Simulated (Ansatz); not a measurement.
Clean, relaxed (111) surface of Ti, space group Fm-3m (No. 225) (top face towards +c; atoms held fixed, by place in the list: 1, 2):

```yaml
crystal:
  lattice:
    - [2.86791, 0.00000, 0.00000]
    - [-1.43396, 2.48369, 0.00000]
    - [0.00000, 0.00000, 24.02492]
  atoms:
    - { symbol: Ti, position: [0.66667, 0.33333, 0.35380] }
    - { symbol: Ti, position: [0.33333, 0.66667, 0.45127] }
    - { symbol: Ti, position: [0.00000, 0.00000, 0.55032] }
    - { symbol: Ti, position: [0.66667, 0.33333, 0.64140] }
```

The calculation used Ansatz, DFT PBEsol, scalar-relativistic, plane waves, PAW. Plane waves to 420 eV, a k mesh through Γ of 12×12×1 on the computed 4-atom cell and Gaussian smearing (0.10 eV); no spin polarisation. A dipole correction removes the field between periodic images along c.

The adsorption energy is E(slab + adsorbate) − E(slab) − E(free adsorbate, spin-polarised where open-shell). With the adsorbate the cell is lengthened along c to keep the vacuum.

(1) CH is put at the hollow (Ti-Ti-Ti) at (0.33, 0.67) site, one adsorbate per 7.1 Å². What structure does it relax to?

Each end is the local minimum or symmetric point that its start leads to. This isn't the usual crystal structure of Ti. The slab is only 7.0 Å thick, so the energies aren't converged with thickness.

The adsorbed runs have no spin polarisation, so weakly bound open-shell ends lie too high.

## Answers

(1) E_ads = -6.60 eV. Contacts: C–Ti 1.94 Å. Bonds within the adsorbate: C–H 1.10 Å.

```xyz
6
Lattice="2.8679 0.0000 0.0000 -1.4340 2.4837 0.0000 0.0000 0.0000 27.1249" Properties=species:S:1:pos:R:3 pbc="T T T"
Ti    1.4340    0.8279    8.5000
Ti    0.0000    1.6558   10.8416
Ti    0.0000    0.0000   13.1262
Ti    1.4340    0.8279   15.7076
C     0.0000    1.6558   16.7154
H     0.0000    1.6558   17.8192
```